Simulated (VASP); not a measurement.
Write the native input for VASP 6.6.1 that does the following.

```
Task                   : relaxation of cell and atoms
Functional             : PBEsol
Potentials or basis    : VASP PAW PBE potentials, release 64 (Ta_pv)
Cutoff                 : 520 eV
k mesh                 : 18 × 18 × 18
Occupations            : gaussian, width 0.1 eV
Spin                   : no spin polarisation
Further INCAR settings : ALGO = Normal; EDIFF = 1e-07; IBRION = 2; EDIFFG = -0.002; NSW = 80; ISIF = 3
```

The structure of Ta lies in POSCAR:

```
Ta                                      
1.0
   -1.6407381021      1.6407381021      1.6407381021
    1.6407381021     -1.6407381021      1.6407381021
    1.6407381021      1.6407381021     -1.6407381021
  Ta            
     1
Direct
     1.0000000000000000    1.0000000000000000    1.0000000000000000
```

The input as run:

INCAR

```
SYSTEM = Ta
PREC = Accurate ; ENCUT = 520
EDIFF = 1E-7 ; ISMEAR = 0
SIGMA = 0.1 ; LREAL = .False.
LASPH = .True. ; NELM = 80
ALGO = Normal ; ISIF = 3
LWAVE = .False. ; LCHARG = .False.
GGA = PS ; IBRION = 2
NSW = 80 ; EDIFFG = -0.002
```

KPOINTS

```
Automatic mesh
0
Gamma
  18 18 18
  0 0 0
```

Potentials or basis: VASP PAW PBE potentials, release 64 (Ta_pv).

Launch:

```console
$ cat potpaw_PBE.64/Ta_pv/POTCAR > POTCAR
$ mpirun -np 1 vasp_std > vasp.out
```

It gave:

```json
{"Pressure after relaxing": "0.0 GPa", "Band gap on the k mesh": "none (metal or under the smearing width)"}
```

Caveat: the relaxation stopped at its first step, so nothing moved; the PAW data sets were made with another functional, which shifts forces and pressure a little.

Run time: 24 s on 1 thread of Intel(R) Xeon(R) Platinum 8259CL CPU @ 2.50GHz (Skylake/Cascade Lake), with other jobs on the host, peak memory 0.16 GiB.
